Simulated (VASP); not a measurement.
Write the native input for VASP 6.6.1 that does the following.

```
Task                   : work function
Functional             : PBE
Potentials or basis    : VASP PAW PBE potentials, release 64 (Sb)
Cutoff                 : 520 eV
k mesh                 : 9 × 9 × 1
Occupations            : gaussian, width 0.05 eV
Spin                   : no spin polarisation
Dipole correction      : yes
Further INCAR settings : ALGO = Normal; EDIFF = 1e-06
```

The structure of Sb lies in POSCAR:

```
Sb
1.0
    3.3690001795      0.0000000000      0.0000000000
   -1.6845000897      2.9176397408      0.0000000000
    0.0000000000      0.0000000000     30.9900000000
Sb
7
Direct
    0.6666666667      0.3333333334      0.2420135528
    0.3333333333      0.6666666666      0.3280090352
    0.6666666667      0.3333333334      0.4140045176
    0.3333333333      0.6666666666      0.5000000000
    0.6666666667      0.3333333334      0.5859954824
    0.3333333333      0.6666666666      0.6719909648
    0.6666666667      0.3333333334      0.7579864472
```

The slab is cut from a database's or a generator's crystal, which needn't be the stable form of the element.

The cell isn't the ideal one: the (0 0 1) slab of Sb, cut from the database cell, not relaxed.

The input as run:

INCAR

```
PREC = Accurate
ENCUT = 520
EDIFF = 1E-6
ISMEAR = 0
SIGMA = 0.05
LREAL = False
LASPH = True
NELM = 60
ALGO = Normal
ISIF = 2
LWAVE = False
LCHARG = True
LDIPOL = True
IDIPOL = 3
DIPOL = 0.5 0.5 0.500
GGA = PE
LELF = True
LVHAR = True
LVACPOTAV = True
```

KPOINTS

```
Automatic mesh
0
Gamma
  9 9 1
```

Potentials or basis: VASP PAW PBE potentials, release 64 (Sb).

The run is started by

```console
$ cat potpaw_PBE.64/Sb/POTCAR > POTCAR
$ mpirun -np 1 vasp_std > vasp.out
```

It gave:

```json
{"Largest force": "0.508 eV/Å", "Work function of the upper face": "3.98 eV", "Work function of the lower face": "3.98 eV"}
```

Wall time 4.1 min on 1 thread of Intel(R) Xeon(R) Platinum 8259CL CPU @ 2.50GHz (Skylake/Cascade Lake) (shared host), peak memory 0.45 GiB.
